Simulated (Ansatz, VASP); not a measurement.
# One calculation of WC, two programs

```
W C
1.0
     0.00000    2.03309    2.03309
     2.03309    0.00000    2.03309
     2.03309    2.03309    0.00000
W C
1 1
Direct
  0.00000 0.00000 0.00000
  0.50000 0.50000 0.50000
```

Change from the starting cell: volume scaled by 0.8, LAPW.

Alike in both runs: task single point; functional PBE; k mesh 15 × 15 × 15; occupations fermi-dirac, width 0.08 eV; no spin polarisation.

```csv
,VASP,Ansatz
version,VASP 6.6.1,Ansatz 0.2.0
potentials or method,"VASP PAW PBE potentials, release 64 (W_sv, C), cutoff 520 eV","all-electron LAPW, scalar-relativistic"
```

Ansatz gave:

- pressure (GPa): 130.8

Task: Estimate VASP's values.

Result: Pressure (GPa): 133.8.

Ansatz ran all-electron here, so the differences hold the error of VASP's frozen core and of both bases.

Caveats: the cell as given lies far from equilibrium; so large a pressure means that the cell lies far from this level's equilibrium, or that cutoff or potentials fall short (VASP). The runs have no spin-orbit coupling, so splittings on W are missing.
